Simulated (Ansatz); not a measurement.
# NiGe under strains and displacements

Method: DFT PBE, scalar-relativistic, plane waves, PAW (Ansatz 0.2.0).

Settings: cutoff 420 eV, Γ-centred mesh 8×10×6 on the computed 8-atom cell, Gaussian smearing of 0.10 eV; no spin polarisation.

Reference cell:

```yaml
crystal:
  lattice:
    - [5.38100, 0.00000, 0.00000]
    - [0.00000, 3.42800, 0.00000]
    - [0.00000, 0.00000, 5.81100]
  atoms:
    - { symbol: Ni, position: [0.99500, 0.75000, 0.19000] }
    - { symbol: Ni, position: [0.00500, 0.25000, 0.81000] }
    - { symbol: Ni, position: [0.50500, 0.25000, 0.69000] }
    - { symbol: Ni, position: [0.49500, 0.75000, 0.31000] }
    - { symbol: Ge, position: [0.81200, 0.75000, 0.58300] }
    - { symbol: Ge, position: [0.18800, 0.25000, 0.41700] }
    - { symbol: Ge, position: [0.68800, 0.25000, 0.08300] }
    - { symbol: Ge, position: [0.31200, 0.75000, 0.91700] }
```

Each variant moves atoms of this cell by the vectors given, if any (Å), and then applies a symmetric strain (tensor components, Cartesian axes). The reference cell isn't relaxed at this level. Energies are per atom at zero smearing, counted from the reference cell. Pressure is positive in compression.

1. strain (xx yy zz yz xz xy, %) -1.42 -2.29 -0.36 0.00 0.00 0.00; moves: Ni1 (0.015, 0.000, -0.087); Ni2 (-0.015, 0.000, 0.087); Ni3 (-0.015, 0.000, -0.087); Ni4 (0.015, 0.000, 0.087); Ge5 (-0.080, 0.000, -0.076); Ge6 (0.080, 0.000, 0.076); Ge7 (0.080, 0.000, -0.076); Ge8 (-0.080, 0.000, 0.076)
2. strain (xx yy zz yz xz xy, %) 0.60 2.23 2.38 0.00 2.00 0.00; moves: Ni1 (0.013, 0.000, 0.086); Ni2 (-0.013, 0.000, -0.086); Ni3 (0.009, 0.000, 0.274); Ni4 (-0.009, 0.000, -0.274); Ge5 (0.004, 0.000, -0.005); Ge6 (-0.004, 0.000, 0.005); Ge7 (-0.079, 0.000, 0.035); Ge8 (0.079, 0.000, -0.035)
3. strain (xx yy zz yz xz xy, %) 3.58 4.92 1.25 0.00 0.00 0.00; moves: Ni1 (-0.134, 0.000, 0.159); Ni2 (0.134, 0.000, -0.159); Ni3 (0.134, 0.000, 0.159); Ni4 (-0.134, 0.000, -0.159); Ge5 (0.023, 0.000, 0.036); Ge6 (-0.023, 0.000, -0.036); Ge7 (-0.023, 0.000, 0.036); Ge8 (0.023, 0.000, -0.036)

The reference cell has pressure 3.61 GPa, largest force 0.146 eV/Å and gap none (metal).

```json
{"result": "A", "ΔE (meV/atom)": "131.1", "P (GPa)": "15.49", "largest force (eV/Å)": "2.54"}
{"result": "B", "ΔE (meV/atom)": "118.9", "P (GPa)": "2.33", "largest force (eV/Å)": "2.53"}
{"result": "C", "ΔE (meV/atom)": "98.1", "P (GPa)": "-5.46", "largest force (eV/Å)": "1.16"}
```

Which variant gave which result?

A is 1, B is 2, C is 3. The pressure falls as the cell grows: from the smallest volume to the largest the variants are 1, 2, 3.